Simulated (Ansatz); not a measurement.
Crystal: TePt.

```xyz
2
Lattice="0.0000 2.8730 2.8730 2.8730 0.0000 2.8730 2.8730 2.8730 0.0000" Properties=species:S:1:pos:R:3 pbc="T T T"
Te    4.3095    4.3095    4.3095
Pt    0.0000    0.0000    0.0000
```

The cell was built by a generator and needn't be a form met in nature.

| Quantity | Value |
| --- | --- |
| Program | Ansatz 0.2.0 |
| Task | relaxation of cell and atoms |
| Functional | HSEsol |
| Potentials or basis | Ansatz PAW |
| Cutoff | 420 eV (not typed: the program's choice for these potentials) |
| k mesh | 4 × 4 × 4 |
| Occupations | fermi-dirac, width 0.05 eV |
| Spin | no spin polarisation |

At the start: volume 23.71 Å³/atom.

Q: Where does the relaxation end?

A: It ends after 7 steps and the volume is 25.76 Å³/atom (+8.6 %); space group F-43m (No. 216, to 0.05 Å).

The path:
```
step  energy change (eV)  largest force (eV/Å)  volume (Å³)
   1              0.0000                0.0000        47.43
   2             -0.0695                0.0000        54.71
   3             -0.1273                0.0000        52.06
   4             -0.1294                0.0000        51.54
   5             -0.1305                0.0000        51.54
   6             -0.1305                0.0000        51.51
   7             -0.1305                0.0000        51.51
```

Final structure:
```
Te Pt
1.0
     0.00000    2.95320    2.95320
     2.95320    0.00000    2.95320
     2.95320    2.95320    0.00000
Te Pt
1 1
Direct
  0.75000 0.75000 0.75000
  0.00000 0.00000 0.00000
```

Caveat: the k mesh is coarse (spacing up to 0.47 Å⁻¹), so the values aren't converged, least of all with exact exchange; the plane-wave basis is chosen anew once the cell has moved, so the energies of steps on either side of that aren't comparable; the PAW data sets come from PBE, with cores solved anew for the run's functional, which leaves a small shift of forces and pressure.
